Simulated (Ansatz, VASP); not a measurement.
**One calculation of SiC, two programs**

The input INCAR:

```
SYSTEM = SiC
  PREC = Accurate
  ENCUT = 520
  EDIFF = 1E-6
  ISMEAR = 0
  SIGMA = 0.05
  LREAL = .FALSE.
  LASPH = .TRUE.
  NELM = 60
  ALGO = Normal
  ISIF = 2
  LWAVE = .FALSE.
  LCHARG = .FALSE.
  GGA = PE
  NBANDS = 16
```

KPOINTS

```
Automatic mesh
0
G
  6 6 4
  0 0 0
```

File POSCAR:

```
SiC
1.0
    3.0759982064      0.0000000000      0.0000000000
   -1.5379991032      2.6638925888      0.0000000000
    0.0000000000      0.0000000000      5.0480000000
Si C
2 2
Direct
    0.3695932723      0.6932107843      0.0198098257
    0.6666666667      0.3333333333      0.5000000000
    0.3333333333      0.6666666667      0.3850000000
    0.6666666667      0.3333333333      0.8850000000
```

Input for Ansatz:

```yaml
crystal:
  lattice:
    - [3.0759982064, 0.0, 0.0]
    - [-1.5379991032, 2.6638925888, 0.0]
    - [0.0, 0.0, 5.048]
  atoms:
    - { symbol: Si, position: [0.3695932723, 0.6932107843, 0.0198098257] }
    - { symbol: Si, position: [0.6666666667, 0.3333333333, 0.5] }
    - { symbol: C, position: [0.3333333333, 0.6666666667, 0.385] }
    - { symbol: C, position: [0.6666666667, 0.3333333333, 0.885] }
basis:
  ecutwfc: 420
kpoints:
  mp_grid: { grid: [6, 6, 4] }
hamiltonian:
  xc: pbe
scf:
  occupations: { method: gaussian, width: 0.05 }
output:
  forces: true
  stress: true
  eigenvalues: true
```

Alike in both runs: task single point; functional PBE; k mesh 6 × 6 × 4; occupations gaussian, width 0.05 eV; no spin polarisation.

|  | VASP | Ansatz |
| --- | --- | --- |
| version | VASP 6.6.1 | Ansatz 0.2.0 |
| potentials or method | VASP PAW PBE potentials, release 64 (Si, C) | scalar-relativistic, plane waves, PAW |
| plane-wave cutoff (eV) | 520 | 420 |
| valence electrons in the cell | 16 | 16 |

```tsv
	VASP	Ansatz	Ansatz less VASP
gap on the k mesh at the Fermi level (eV)	1.77	1.78	+0.003
least direct gap on the mesh (eV)	3.72	3.73	+0.003
pressure (GPa)	4.3	4.3	+0.06
largest component of the traceless stress (GPa)	1.82	1.81	-0.005
rms of the force components (eV/Å)	0.957	0.958	+0.0014
```

Atom by atom the forces differ by 0.003 eV/Å (rms over components). The functional is the same, so the differences come from potentials, cutoffs and numerics.

Caveats: forces of over 1 eV/Å show positions far from the minimum, so gaps and moduli don't describe the material at rest. A k mesh can miss the band edges.
